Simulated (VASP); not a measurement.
Write the native input for VASP 6.6.1 that does the following.

* Task: band structure
* Functional: PBEsol
* Potentials or basis: VASP PAW PBE potentials, release 64 (Be, Se)
* Cutoff: 520 eV
* k mesh: 10 × 10 × 10
* Occupations: gaussian, width 0.03 eV
* Spin: no spin polarisation
* Further INCAR settings: ALGO = Fast; EDIFF = 1e-06; NBANDS = 11

The structure of BeSe lies in POSCAR:

```
BeSe                                    
1.0
    0.0000000000      2.5674337309      2.5674337309
    2.5674337309      0.0000000000      2.5674337309
    2.5674337309      2.5674337309      0.0000000000
  Be              Se            
     1     1
Direct
     0.0000000000000000    0.0000000000000000    0.0000000000000000
     0.2500000000000000    0.2500000000000000    0.2500000000000000
```

The cell was built by a generator and needn't be a form met in nature.

These files were run (other wordings do the same):

INCAR

```
PREC = Accurate
ENCUT = 520
EDIFF = 1E-6
ISMEAR = 0
SIGMA = 0.03
LREAL = F
LASPH = T
NELM = 80
ALGO = Fast
ISIF = 2
LWAVE = F
LCHARG = F
GGA = PS
NBANDS = 11
ICORELEVEL = 1
```

KPOINTS

```
Automatic mesh
0
Gamma
  10 10 10
```

KPOINTS_OPT

```
explicit points
159
Reciprocal
 0.0000000000  0.0000000000  0.0000000000 1
 0.0357142857  0.0000000000  0.0357142857 1
 0.0714285714  0.0000000000  0.0714285714 1
 0.1071428571  0.0000000000  0.1071428571 1
 0.1428571429  0.0000000000  0.1428571429 1
 0.1785714286  0.0000000000  0.1785714286 1
[... 151 lines left out ...]
 0.4250000000  0.0000000000  0.4250000000 1
 0.4500000000  0.0000000000  0.4500000000 1
```

Potentials or basis: VASP PAW PBE potentials, release 64 (Be, Se).

Command:

```console
$ cat potpaw_PBE.64/Be/POTCAR potpaw_PBE.64/Se/POTCAR > POTCAR
$ mpirun -np 1 vasp_std > vasp.out
```

It gave:

The pressure is 0.0 GPa. The band gap on the k mesh is 2.46 eV, indirect (least direct gap 4.26 eV) and the band gap along the path is 2.46 eV, indirect (least direct gap 4.26 eV).

Caveat: the PAW data sets were made with another functional, which shifts forces and pressure a little.

It took 24 s on 1 thread of Intel(R) Xeon(R) Platinum 8488C (Sapphire Rapids) (shared host), peak memory 0.17 GiB.
